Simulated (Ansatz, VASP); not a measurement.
# PtSe in VASP and in Ansatz

File INCAR:

```
ALGO = Normal ; EDIFF = 1E-7
ENCUT = 520 ; GGA = PS
ISIF = 2 ; ISMEAR = 0
ISPIN = 2 ; LASPH = T
LCHARG = F ; LDAU = T
LDAUJ = 0 0 ; LDAUL = 2 -1
LDAUPRINT = 1 ; LDAUTYPE = 2
LDAUU = 2 0 ; LMAXMIX = 4
LORBIT = 11 ; LREAL = F
LWAVE = F ; MAGMOM = 0.58 0
NBANDS = 19 ; NELM = 150
PREC = Accurate ; SIGMA = 0.05
```

File KPOINTS:

```
k-points
0
Gamma
  6 6 5
```

File POSCAR:

```
PtSe
1.0
    3.7018703300      0.0000000000      0.0000000000
   -1.8509351600      3.2059137500      0.0000000000
    0.0000000000      0.0000000000      3.6128420300
Pt Se
1 1
Direct
    0.0000000000      0.0000000000      0.0000000000
    0.6666666667      0.3333333333      0.5000000000
```

input.yaml

```yaml
crystal:
  lattice:
    - [3.70187033, 0.0, 0.0]
    - [-1.85093516, 3.20591375, 0.0]
    - [0.0, 0.0, 3.61284203]
  atoms:
    - { symbol: Pt, position: [0.0, 0.0, 0.0], spin: 0.58 }
    - { symbol: Se, position: [0.6666666667, 0.3333333333, 0.5] }
kpoints:
  mp_grid: { grid: [6, 6, 5] }
scf:
  occupations: { method: gaussian, width: 0.05 }
hamiltonian:
  xc: pbesol
  pseudopotentials: { kind: all_electron, lapw: { basis_error: 0.001 } }
  hubbard:
    sites: [{ species: Pt, l: d, u_eff: 2 }]
    double_counting: fll
    projectors: ortho-atomic
magnetization:
  spin_polarized: true
output:
  forces: true
  stress: true
  eigenvalues: true
  hubbard: {}
```

The cell comes from a database or a generator and needn't be the stable form of this composition.

Alike in both runs: task single point; functional PBEsol; k mesh 6 × 6 × 5; occupations gaussian, width 0.05 eV; collinear spin; Hubbard terms Pt d U = 2.0 eV.

|  | VASP | Ansatz |
| --- | --- | --- |
| version | VASP 6.6.1 | Ansatz 0.2.0 |
| potentials or method | VASP PAW PBE potentials, release 64 (Pt, Se) | all-electron LAPW, scalar-relativistic |
| plane-wave cutoff (eV) | 520 | see its input |

|  | VASP | Ansatz | Ansatz less VASP |
| --- | --- | --- | --- |
| gap on the k mesh at the Fermi level (eV) | none | none | - |
| pressure (GPa) | -17.3 | -16.3 | +1.01 |
| largest component of the traceless stress (GPa) | 3.89 | 3.61 | -0.277 |
| net moment per atom (μB) | 0.00 | 0.00 | 0.000 |

The programs project onto different local orbitals, so the same U acts differently. A gap of «none» marks a metal or a gap that the smearing closes. Ansatz ran all-electron here, so the differences hold the error of VASP's frozen core and of both bases.

Caveats: the PAW data sets were made with another functional, which shifts forces and pressure a little (VASP); the k mesh is thin for a metal, which can move the energy by tens of meV per atom (Ansatz); U is the effective U less J, on atomic orbitals that reach past the spheres (Ansatz); the starting moments weren't kept (Ansatz). The runs have no spin-orbit coupling, so splittings on Pt are missing. The state reached can hang on the start; a lower one may exist.
